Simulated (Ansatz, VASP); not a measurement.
**One calculation of RbBr3, two programs**

```
Rb Br
1.0
     0.00000    4.10307    4.10307
     4.10307    0.00000    4.10307
     4.10307    4.10307    0.00000
Rb Br
1 3
Direct
  0.00000 0.00000 0.00000
  0.25000 0.25000 0.25000
  0.75000 0.75000 0.75000
  0.50000 0.50000 0.50000
```

Change from the starting cell: species swapped into the Tc3Ge type (Fm-3m, No. 225).

Alike in both runs: functional PBE; k mesh 10 × 10 × 10; occupations gaussian, width 0.1 eV; no spin polarisation.

Ansatz relaxed the structure, and its values are those at the end. VASP's run is a single point on that final structure, the one shown.

|  | VASP | Ansatz |
| --- | --- | --- |
| version | VASP 6.6.1 | Ansatz 0.2.0 |
| potentials or method | VASP PAW PBE potentials, release 64 (Rb_sv, Br) | scalar-relativistic, plane waves, PAW |
| plane-wave cutoff (eV) | 520 | 420 |
| valence electrons in the cell | 30 | 30 |

```tsv
	VASP	Ansatz	Ansatz less VASP
gap on the k mesh at the Fermi level (eV)	none	none	-
pressure (GPa)	0.1	0.0	-0.02
```

A gap of «none» marks a metal or a gap that the smearing closes.
